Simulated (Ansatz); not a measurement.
GaN and the effect of the share of exact exchange

```cif
data_structure
_symmetry_space_group_name_H-M 'P 1'
_symmetry_Int_Tables_number 1
_cell_length_a 3.1869
_cell_length_b 3.1869
_cell_length_c 3.1869
_cell_angle_alpha 60.000
_cell_angle_beta 60.000
_cell_angle_gamma 60.000
_cell_volume 22.89
loop_
_atom_site_label
_atom_site_type_symbol
_atom_site_fract_x
_atom_site_fract_y
_atom_site_fract_z
_atom_site_occupancy
Ga1 Ga 0.00000 0.00000 0.00000 1
N1 N 0.25000 0.25000 0.25000 1
```

The cell is a database's computed one, not the measured one.

Kept alike: task single point; k mesh 6 × 6 × 6; occupations fermi-dirac, width 0.05 eV; no spin polarisation. Program: Ansatz, Ansatz PAW, cutoff 420 eV. The mesh is that of the run's cell of 2 atoms. No spin-orbit coupling.

| share of exact exchange, α | band gap (eV) | pressure (GPa) |
| --- | --- | --- |
| 0 | 1.715 | 4.99 |
| 0.1 | 2.196 | 2.42 |
| 0.15 | ? | ? |
| 0.25 | 2.960 | -1.22 |
| 0.35 | 3.494 | -3.52 |
| 0.5 | 4.325 | -6.80 |

The k mesh is coarse, so the values aren't converged. Pressure is positive in compression, with a Pulay correction for the finite cutoff. The exact exchange is short-ranged, of HSE form. A gap read on the mesh alone can miss an edge between its points. All rows use potentials made for PBE. The mesh is thin for exact exchange.

Problem. Fit the rows shown and predict the run at 0.15.

Solution. A least-squares line through the rows shown is band gap = 5.2191 α + 1.6854 (largest miss 0.0302); at α = 0.15 it gives 2.468 eV. A least-squares parabola through the rows shown is pressure = 5.023 α² - 26.077 α + 4.985 (largest miss 0.008); at α = 0.15 it gives 1.19 GPa. The run gave: band gap 2.446 eV; pressure 1.18 GPa.
